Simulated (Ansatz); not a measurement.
# Zn: which structure wins at one pressure, part 2 of 2

Aim: bring Zn in several structures (fcc, bcc, hcp, beta tin, simple hexagonal, omega) to one pressure and rank them by enthalpy. The pressure is set by scaling the first phase. Methods of the runs shown: LAPW. Companion runs by PAW are cited.

Ansatz 0.2.0; DFT PBE; a cell built from a prototype (fcc type), not taken from measurement. Earlier steps stand in the parts before.

## 5. Beta tin relaxed under pressure, LAPW

The input, input.yaml:

```yaml
crystal:
  lattice:
    - [-2.6122673237, 2.6122673237, 1.2833489285]
    - [2.6122673237, -2.6122673237, 1.2833489285]
    - [2.6122673237, 2.6122673237, -1.2833489285]
  atoms:
    - { symbol: Zn, position: [-0.375, -0.125, -0.25] }
    - { symbol: Zn, position: [0.375, 0.125, 0.25] }
kpoints:
  mp_grid: { grid: [16, 16, 16] }
scf:
  occupations: { method: fermi_dirac, width: 0.1 }
hamiltonian:
  xc: pbe
  pseudopotentials: { kind: all_electron, lapw: { basis_error: 0.0005 } }
output:
  forces: true
  stress: true
  eigenvalues: true
relax:
  f_tol: 0.005
  max_steps: 12
  cell: { p_target: -0.51, stress_tol: 0.03 }
```

Started as:

```bash
$ ansatz run input.yaml --threads 1 --pin off --max-ram 3584MiB --backend cpu --events-out ev --progress --plain --runs-dir out
```

Log, shortened:

```text
[...]
LAPW: plane waves up to 9.394 Å⁻¹, error target 5.0e-4 eV per atom; small_component_spin mean_spin; Zn in spheres of 1.245 Å, 20 of its electrons in bands, Dirac shells []
[...]
Pseudopotentials: kind: all_electron
Pseudopotential: Zn, LAPW, valence charge 20, Koelling and Harmon's equation, gaussian nucleus
Functional definition: PBE
[...]
Crystal: 2 atoms, lattice volume = 35.030 Å³
Basis set: ecut = 336.24453555481404 eV, 475 PW (Γ), FFT grids on a1+a2, a2, a3, exchange–correlation at level 2
Bands: 24, of which v1, the nominal top of the filled ones, is band 20 counted from 1 (19 counted from 0)
Symmetry: 16 space group operations
Space group: I41/amd (ITA 141), of the structure as read, at distance tolerance 3.3e-5 Å
k-points: 349 of 4096
[...]
  atom   1  Zn    -0.00000000    -0.00000000     0.00000000
  atom   2  Zn     0.00000000    -0.00000000     0.00000000
[...]
--- Stress (GPa, compression-positive) ---
       -0.493237       0.000000      -0.000000
        0.000000      -0.493237      -0.000000
       -0.000000      -0.000000      -0.504813
  P = ⅓ Tr σ = -0.4971 GPa (-4.971 kbar)
--- Band table (eV; the first three rows and the last of 349) ---
[... band rows left out ...]
[...]
--- Relaxed structure (1 steps of the walk, 1 accepted, 1 SCFs on fresh bases) ---
  F+E_penalty+E_count = -97745.69009702 eV   max|allowed force component| = 5.421e-20 eV/Å   (the final SCF, on the basis selected at the relaxed cell)
  cell:  # Å, volume = 35.0300 Å³
    - [-2.6122673237, 2.6122673237, 1.2833489285]
    - [2.6122673237, -2.6122673237, 1.2833489285]
    - [2.6122673237, 2.6122673237, -1.2833489285]
  atoms:
    - { symbol: Zn, position: [-0.37500000000000006, -0.12499999999999997, -0.25000000000000006] }
    - { symbol: Zn, position: [0.37500000000000006, 0.12499999999999997, 0.25000000000000006] }
```

Run time: 53 s. Hardware: 1 thread of Intel Xeon 6975P-C (Granite Rapids), shared host; peak memory 1.1 GiB.

Step by step:

```tsv
step	energy from step 1 (eV/cell)	largest force component (eV/Å)	pressure (GPa)	volume (Å³)
1	0.0000	0.0000	-0.50	35.03
2	0.0000	0.0000	-0.50	35.03
```

Step 1 is the start. Step 2 repeats the geometry before on a plane-wave basis chosen anew for that cell, so the energy can jump there without any move; the table keeps such jumps.

| input's cell | before | after | change |
| --- | --- | --- | --- |
| a (Å) | 3.911 | 3.911 | -0.0 % |
| b (Å) | 3.911 | 3.911 | -0.0 % |
| c (Å) | 3.911 | 3.911 | -0.0 % |
| volume (Å³/atom) | 17.51 | 17.51 | -0.0 % |

Read from it: pressure -0.50 GPa; no gap.

## 6. Simple hexagonal relaxed under pressure, LAPW

The input, input.yaml:

```yaml
crystal:
  lattice:
    - [2.5766973775, 0.0, 0.0]
    - [-1.2883486888, 2.2314853867, 0.0]
    - [0.0, 0.0, 3.102968537]
  atoms:
    - { symbol: Zn, position: [0.0, 0.0, 0.0] }
kpoints:
  mp_grid: { grid: [16, 16, 15] }
scf:
  occupations: { method: fermi_dirac, width: 0.1 }
hamiltonian:
  xc: pbe
  pseudopotentials: { kind: all_electron, lapw: { basis_error: 0.0005 } }
output:
  forces: true
  stress: true
  eigenvalues: true
relax:
  f_tol: 0.005
  max_steps: 12
  cell: { p_target: -0.51, stress_tol: 0.03 }
```

Started as:

```bash
$ ansatz run input.yaml --threads 1 --pin off --max-ram 3584MiB --backend cpu --events-out ev --progress --plain --runs-dir out
```

Log, shortened:

```text
[...]
LAPW: plane waves up to 9.351 Å⁻¹, error target 5.0e-4 eV per atom; small_component_spin mean_spin; Zn in spheres of 1.250 Å, 20 of its electrons in bands, Dirac shells []
[...]
Pseudopotentials: kind: all_electron
Pseudopotential: Zn, LAPW, valence charge 20, Koelling and Harmon's equation, gaussian nucleus
Functional definition: PBE
[...]
Crystal: 1 atoms, lattice volume = 17.842 Å³
Basis set: ecut = 333.17431757981336 eV, 225 PW (Γ), exchange–correlation at level 2
Bands: 14, of which v1, the nominal top of the filled ones, is band 10 counted from 1 (9 counted from 0)
Symmetry: 24 space group operations
Space group: P6/mmm (ITA 191), of the structure as read, at distance tolerance 2.6e-5 Å
k-points: 240 of 3840
[...]
SCF iter   1: F=—  HF=-48873.018577 eV  |F-HF|=—  |Δ(HF+E_count)|=         —  Δρ=2.27e-2  dr2=7.31e-2  ethr=3.63e-4  ⟨swp⟩=2.9  Hψ=21679  notcnv=0
[...]
Fermi energy:    11.175357 eV
[...]
--- Forces (eV/Å), atoms counted from 1 ---
  atom   1  Zn    -0.00000000    -0.00000000     0.00000000
[...]
--- Stress (GPa, compression-positive) ---
       -0.490267       0.000000       0.000000
        0.000000      -0.490267      -0.000000
       -0.000000      -0.000000      -0.512013
  P = ⅓ Tr σ = -0.4975 GPa (-4.975 kbar)
--- Band table (eV; the first three rows and the last of 240) ---
  k-point 0: bands = ["-115.2507", "-69.4168", "-69.3749", "-69.3749", "1.6701", "3.3665", "3.6590", "3.6590", "4.2513", "4.2513", "16.9764", "20.9270", "31.3247", "31.3247"]
[...]
--- Relaxed structure (1 steps of the walk, 1 accepted, 1 SCFs on fresh bases) ---
  F+E_penalty+E_count = -48872.91727809 eV   max|allowed force component| = 0.000e0 eV/Å   (the final SCF, on the basis selected at the relaxed cell)
  cell:  # Å, volume = 17.8416 Å³
    - [2.576697377453961, 2.886748025169081e-11, 0.0]
    - [-1.2883486887519806, 2.231485386725437, 0.0]
    - [0.0, 0.0, 3.102968537]
  atoms:
    - { symbol: Zn, position: [0.0, 0.0, 0.0] }
```

Run time: 15 s. Hardware: 1 thread of Intel Xeon 6975P-C (Granite Rapids), shared host; peak memory 0.5 GiB.

Step by step:

```tsv
step	energy from step 1 (eV/cell)	largest force component (eV/Å)	pressure (GPa)	volume (Å³)
1	0.0000	0.0000	-0.50	17.84
2	0.0000	0.0000	-0.50	17.84
```

Step 1 is the start. Step 2 repeats the geometry before on a plane-wave basis chosen anew for that cell, so the energy can jump there without any move; the table keeps such jumps.

| input's cell | before | after | change |
| --- | --- | --- | --- |
| a (Å) | 2.577 | 2.577 | -0.0 % |
| b (Å) | 2.577 | 2.577 | -0.0 % |
| c (Å) | 3.103 | 3.103 | +0.0 % |
| volume (Å³/atom) | 17.84 | 17.84 | -0.0 % |

Read from it: pressure -0.50 GPa; no gap.

## 7. Omega relaxed under pressure, LAPW

Changes to input.yaml since step 6:

```diff
@@ -2,9 +2,11 @@
   lattice:
-    - [2.5766973775, 0.0, 0.0]
-    - [-1.2883486888, 2.2314853867, 0.0]
-    - [0.0, 0.0, 3.102968537]
+    - [4.4130481024, 0.0, 0.0]
+    - [-2.2065240512, 3.8218117648, 0.0]
+    - [0.0, 0.0, 2.8017403912]
   atoms:
     - { symbol: Zn, position: [0.0, 0.0, 0.0] }
+    - { symbol: Zn, position: [0.3333333333, 0.6666666667, 0.5] }
+    - { symbol: Zn, position: [0.6666666667, 0.3333333333, 0.5] }
 kpoints:
-  mp_grid: { grid: [16, 16, 15] }
+  mp_grid: { grid: [8, 8, 11] }
 scf:
```

Started as:

```bash
$ ansatz run input.yaml --threads 1 --pin off --max-ram 3584MiB --backend cpu --events-out ev --progress --plain --runs-dir out
```

Log, shortened:

```text
[...]
LAPW: plane waves up to 9.476 Å⁻¹, error target 5.0e-4 eV per atom; small_component_spin mean_spin; Zn in spheres of 1.236 Å, 20 of its electrons in bands, Dirac shells []
[...]
Pseudopotentials: kind: all_electron
Pseudopotential: Zn, LAPW, valence charge 20, Koelling and Harmon's equation, gaussian nucleus
Functional definition: PBE
[...]
Crystal: 3 atoms, lattice volume = 47.254 Å³
Basis set: ecut = 342.1381406631608 eV, 693 PW (Γ), exchange–correlation at level 2
Bands: 36, of which v1, the nominal top of the filled ones, is band 30 counted from 1 (29 counted from 0)
Symmetry: 24 space group operations
Space group: P6/mmm (ITA 191), of the structure as read, at distance tolerance 3.6e-5 Å
k-points: 60 of 704
[...]
SCF iter   1: F=—  HF=-146619.095005 eV  |F-HF|=—  |Δ(HF+E_count)|=         —  Δρ=2.30e-2  dr2=1.93e-1  ethr=3.21e-4  ⟨swp⟩=2.5  Hψ=13683  notcnv=0
[...]
  atom   1  Zn     0.00000000     0.00000000     0.00000000
  atom   2  Zn    -0.00000000     0.00000000    -0.00000000
  atom   3  Zn     0.00000000    -0.00000000     0.00000000
[...]
--- Stress (GPa, compression-positive) ---
       -0.511840       0.000000       0.000000
        0.000000      -0.511840       0.000000
        0.000000       0.000000      -0.526017
  P = ⅓ Tr σ = -0.5166 GPa (-5.166 kbar)
--- Band table (eV; the first three rows and the last of 60) ---
[...]
--- Relaxed structure (1 steps of the walk, 1 accepted, 1 SCFs on fresh bases) ---
  F+E_penalty+E_count = -146618.80874583 eV   max|allowed force component| = 9.252e-18 eV/Å   (the final SCF, on the basis selected at the relaxed cell)
  cell:  # Å, volume = 47.2537 Å³
    - [4.413048102399359, 0.0, 0.0]
    - [-2.2065240511996795, 3.8218117648005556, 0.0]
    - [0.0, 0.0, 2.8017403912]
  atoms:
    - { symbol: Zn, position: [0.0, 0.0, 0.0] }
    - { symbol: Zn, position: [0.33333333333333326, 0.6666666666666665, 0.5] }
    - { symbol: Zn, position: [0.6666666666666665, 0.33333333333333326, 0.5] }
```

Run time: 25 s. Hardware: 1 thread of Intel Xeon 6975P-C (Granite Rapids), shared host; peak memory 0.53 GiB.

Step by step:

```tsv
step	energy from step 1 (eV/cell)	largest force component (eV/Å)	pressure (GPa)	volume (Å³)
1	0.0000	0.0000	-0.52	47.25
2	0.0000	0.0000	-0.52	47.25
```

Step 1 is the start. Step 2 repeats the geometry before on a plane-wave basis chosen anew for that cell, so the energy can jump there without any move; the table keeps such jumps.

| input's cell | before | after | change |
| --- | --- | --- | --- |
| a (Å) | 4.413 | 4.413 | +0.0 % |
| b (Å) | 4.413 | 4.413 | +0.0 % |
| c (Å) | 2.802 | 2.802 | -0.0 % |
| volume (Å³/atom) | 15.75 | 15.75 | +0.0 % |

This run gives: pressure -0.52 GPa; no gap.

## 8. All runs together

Rows by PAW come from runs of the same series that aren't printed here.

Enthalpy per atom, H = F + pV at p = -0.51 GPa, from each method's lowest phase:

```
method             start  space group, start → end  volume (Å³/atom)  pressure (GPa)  enthalpy (meV/atom)
  LAPW               fcc             Fm-3m → Fm-3m            15.291            -0.5                 22.3
  LAPW               bcc             Im-3m → Im-3m            15.488            -0.5                 84.6
  LAPW               hcp       P6_3/mmc → P6_3/mmc            15.219            -0.5                  0.0
  LAPW          beta tin       I4_1/amd → I4_1/amd            17.515            -0.5                175.3
  LAPW  simple hexagonal           P6/mmm → P6/mmm            17.842            -0.5                102.0
  LAPW             omega           P6/mmm → P6/mmm            15.751            -0.5                 89.7
   PAW               fcc             Fm-3m → Fm-3m            15.291            -0.5                 22.5
   PAW               bcc             Im-3m → Im-3m            15.488            -0.5                 84.5
   PAW               hcp       P6_3/mmc → P6_3/mmc            15.219            -0.5                  0.0
   PAW          beta tin       I4_1/amd → I4_1/amd            17.515            -0.5                175.1
   PAW  simple hexagonal           P6/mmm → P6/mmm            17.842            -0.5                101.6
   PAW             omega           P6/mmm → P6/mmm            15.751            -0.5                 89.8
```

## 9. Results

The summary covers parts 1 to 2.

| quantity | value |
| --- | --- |
| pressure | -0.51 GPa |
| lowest (LAPW) | hcp, 22.3 meV/atom under fcc |
| lowest (PAW) | hcp, 22.5 meV/atom under fcc |

By LAPW the order is hcp < fcc < bcc < omega < simple hexagonal < beta tin. By PAW the order is hcp < fcc < bcc < omega < simple hexagonal < beta tin. The methods agree on the lowest phase. Only these structures were tried, with electrons smeared by 0.1 eV and without vibrations, so the true ground state may be another. The k meshes differ between phases and weren't tested, which can move differences by some meV.
